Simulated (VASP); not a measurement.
# VASP 6.6.1 run: BaTiO3

INCAR

```
SIGMA = 0.02
IBRION = -1
EDIFF = 1E-7
ENCUT = 520
LREAL = .FALSE.
ISIF = 2
LASPH = .TRUE.
GGA = PE
NBANDS = 28
NSW = 0
IVDW = 11
PREC = Accurate
LCHARG = .FALSE.
NELM = 84
LWAVE = .FALSE.
ISMEAR = -1
```

KPOINTS

```
KPOINTS created by Atomic Simulation Environment
0
Gamma
6 6 6
0 0 0
```

POSCAR

```
Ba Ti O
 1.0000000000000000
     4.0340374855999999    0.0000000000000000    0.0000000000000000
     0.0000000000000000    4.0340374855999999    0.0000000000000000
     0.0000000000000000    0.0000000000000000    4.0340374855999999
 Ba  Ti  O
   1   1   3
Cartesian
  0.0000000000000000  0.0000000000000000  0.0000000000000000
  2.0170187427999999  2.0170187427999999  2.0170187427999999
  2.0170187427999999  2.0170187427999999  0.0000000000000000
  2.0170187427999999  0.0000000000000000  2.0170187427999999
  0.0000000000000000  2.0170187427999999  2.0170187427999999
```

The recommended PBE PAW datasets give the neutral cell 40 valence electrons.

Command

```
mpirun -np 1 vasp_std
```

Predict the outcome of this run.

It converged. Results: gap between bands v and c on the k mesh 1.70 eV; least direct gap on the k mesh 1.86 eV; pressure -2.4 GPa. Band v is the last that the valence electrons fill when counted band by band, and c is the next.

OSZICAR

```
N       E                     dE             d eps       ncg     rms          rms(c)
DAV:   1     0.433321867335E+03    0.43332E+03   -0.20734E+04  1120   0.154E+03
DAV:   2    -0.483564313771E+01   -0.43816E+03   -0.41801E+03  1304   0.425E+02
DAV:   3    -0.489276041170E+02   -0.44092E+02   -0.43663E+02  1572   0.134E+02
DAV:   4    -0.510255790666E+02   -0.20980E+01   -0.20936E+01  1636   0.245E+01
DAV:   5    -0.511010062813E+02   -0.75427E-01   -0.75411E-01  1556   0.348E+00    0.224E+01
DAV:   6    -0.402567715610E+02    0.10844E+02   -0.58256E+01  1572   0.649E+01    0.991E+00
DAV:   7    -0.401785218735E+02    0.78250E-01   -0.10512E+01  1468   0.233E+01    0.642E+00
DAV:   8    -0.399903279375E+02    0.18819E+00   -0.61025E-01  1348   0.664E+00    0.355E+00
DAV:   9    -0.400238235312E+02   -0.33496E-01   -0.44552E-01  1572   0.578E+00    0.179E+00
DAV:  10    -0.399908685944E+02    0.32955E-01   -0.21567E-01  1332   0.459E+00    0.598E-01
DAV:  11    -0.399855025920E+02    0.53660E-02   -0.24742E-02  1376   0.996E-01    0.180E-01
DAV:  12    -0.399857576708E+02   -0.25508E-03   -0.31577E-03  1340   0.527E-01    0.152E-01
DAV:  13    -0.399854304344E+02    0.32724E-03   -0.99583E-04  1324   0.326E-01    0.323E-02
DAV:  14    -0.399854274926E+02    0.29418E-05   -0.38495E-05  1480   0.429E-02    0.138E-02
DAV:  15    -0.399854283313E+02   -0.83869E-06   -0.73422E-06  1296   0.176E-02    0.567E-03
DAV:  16    -0.399854280613E+02    0.26998E-06   -0.31736E-06  1588   0.154E-02    0.256E-03
DAV:  17    -0.399854280618E+02   -0.50886E-09   -0.15779E-07  1032   0.288E-03
   1 F= -.40839961E+02 E0= -.40839961E+02  d E =-.196147E-14
```

For comparison, a separate PBE run of the intended cell, on usual settings and not on those above, gives a gap of 1.70 eV on its mesh and a pressure of -0.1 GPa.
